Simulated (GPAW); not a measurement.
Runs of GPAW 26.7.0 on SnO2 (Cassiterite). It takes space group P4_2/mnm (No. 136, tetragonal). Conventional cell: a = 4.738 Å, b = 4.738 Å, c = 3.187 Å, α = 90.00°, β = 90.00°, γ = 90.00°. Sn (site symmetry mmm) has 6 O at 2.05 to 2.06 Å as nearest neighbours. O (site symmetry m2m) has 3 Sn at 2.05 to 2.06 Å as nearest neighbours. 

```csv
task,level,potentials or basis,spin,cell,k mesh,cutoff (eV),smearing,maxiter,response ecut,response k mesh,response bands,kernels,other keys,mesh quality,gap on the mesh (eV),pressure (GPa),largest force (eV/Å)
single point,LDA,"the program's PAW data sets (release 1.2.1) made for this functional, pw",off,"atoms moved at random, drawn with an rms of 0.02 Å",4 × 4 × 5,650,fermi-dirac 0.01 eV,150,-,-,-,-,-,coarse,1.16,-4.9,0.67
dielectric tensor,LDA,"the program's PAW data sets (release 1.2.1) made for this functional, pw",off,"atoms moved at random, drawn with an rms of 0.02 Å",4 × 4 × 5,650,fermi-dirac 0.05 eV,80,80 eV,4 × 4 × 6,74,"["RPA", "LR0.3", "LR0.1"]","several, not listed",not flagged,1.16,-,-
energy-loss spectrum,LDA,"the program's PAW data sets (release 1.2.1) made for this functional, pw",off,"atoms moved at random, drawn with an rms of 0.02 Å",4 × 4 × 5,650,fermi-dirac 0.001 eV,150,40 eV,3 × 3 × 4,122,-,-,coarse,1.16,-,-
band structure,TASK,"GPAW PAW data sets (gpaw-data 1.2.1), pw","SOC, no magnetisation",as given,4 × 4 × 5,800,fermi-dirac 0.05 eV,150,-,-,-,-,-,coarse,(a),(b),0.33
relaxation of cell and atoms,r2SCAN,"GPAW PAW data sets (gpaw-data 1.2.1), pw",off,relaxed to 20 GPa,4 × 4 × 5,800,fermi-dirac 0.05 eV,150,-,-,-,-,-,coarse,2.88,20.1,0.02
relaxation of cell and atoms,PBEsol+D4,"PAW data sets generated in the run's folder for this functional, pw",off,relaxed to -2 GPa,4 × 4 × 5,800,fermi-dirac 0.05 eV,150,-,-,-,-,-,coarse,1.02,-2.0,-
optical spectrum,LDA,"the program's PAW data sets (release 1.2.1) made for this functional, pw",off,"atoms moved at random, drawn with an rms of 0.02 Å",4 × 4 × 5,650,fermi-dirac 0.001 eV,150,40 eV,4 × 4 × 6,98,-,-,not flagged,1.16,-,-
```

**Question.** Fill in the values left out.

**Answer.** (a) 2.92; (b) 11.0.

Caveats: some runs use coarse meshes; spin-orbit coupling is left out, which moves the levels of the heavy elements (some runs); the long-wavelength limit can be off by a per cent or two (some runs); the PAW data sets were made with another functional, which shifts forces and pressure a little (some runs); later steps reuse the first step's grids (some runs); the cutoff is short for stress and forces, so pressures can be off by a GPa or more (some runs); the dielectric constant isn't converged in the k mesh (some runs); the highest transitions drop out of the frequency grid (some runs).

A k mesh can miss the band edges, and rows without SOC leave out spin-orbit coupling on Sn.
